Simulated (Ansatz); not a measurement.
An element in the bcc structure gives these cold pressures by all-electron LAPW under PBE (Ansatz 0.2.0, scalar-relativistic, no spin polarisation).

```
V (Å³/atom)  P (GPa)
      18.00    -0.01
      15.84     25.7
      14.04     70.7
      12.24    160.5
      10.44    347.1
       9.00    648.8
       7.74     1154
```

Problem. Which element is it?

Solution. Au. Its zero-pressure volume in this structure is near 18.0 Å³/atom; the volume and the steepness of P(V) together point to it, though neighbours can come close. This is the case that was computed; others weren't tested.
